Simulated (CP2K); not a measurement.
## PbSe (Clausthalite) under changes of volume

One of the cells (28.671 Å³/atom); the others are scaled copies at fixed shape and fractional positions:

```
Pb Se
1.0
     4.32841    0.00000    0.00000
     2.16421    3.74852    0.00000
     2.16421    1.24951    3.53413
Pb Se
1 1
Direct
  0.00000 0.00000 0.00000
  0.50000 0.50000 0.50000
```

| Quantity | Value |
| --- | --- |
| Program | CP2K 2026.2 |
| Functional | LDA |
| Potentials or basis | GTH_POTENTIALS Pb GTH-PADE-q4, Se GTH-PADE-q6; TZVP-MOLOPT-PBE-GTH basis |
| Density cutoff | 6123 eV |
| k mesh | 8 × 8 × 8 |
| Occupations | fermi-dirac, width 0.05 eV |
| Spin | no spin polarisation |

```tsv
volume (Å³/atom)	energy over the lowest point (meV/atom)	pressure (GPa)	gap on the mesh (eV)
26.951	0.00	0.2	0.05
27.524	1.23	-0.9	0.02
28.097	6.32	-1.9	0.09
28.671	14.92	-2.9	0.16
29.244	?	?	?
29.818	41.27	-4.5	0.27
30.391	58.41	-5.1	0.32
```

Task: What does the run at 29.244 Å³/atom give?

Result: Energy over the lowest point 26.67 meV/atom; pressure -3.7 GPa; gap on the mesh 0.22 eV.

Worked out: A Birch-Murnaghan fit of order 3 (a polynomial in V^(-2/3)) to the other rows has its minimum at 27.06 Å³/atom with B0 = V·E''(V) = 55 GPa and B' = 3.9. It gives 26.66 meV/atom at 29.244 Å³/atom, against the run's 26.67, and -dE/dV = -3.7 GPa, against -3.7.

Energies are extrapolated to zero smearing.

Caveats: spin-orbit coupling is left out, which as a rule narrows the gap of such compounds by several tenths of an eV; the basis of atomic orbitals isn't converged, which shifts pressures, moduli and gaps.

A mesh can miss the band edges.
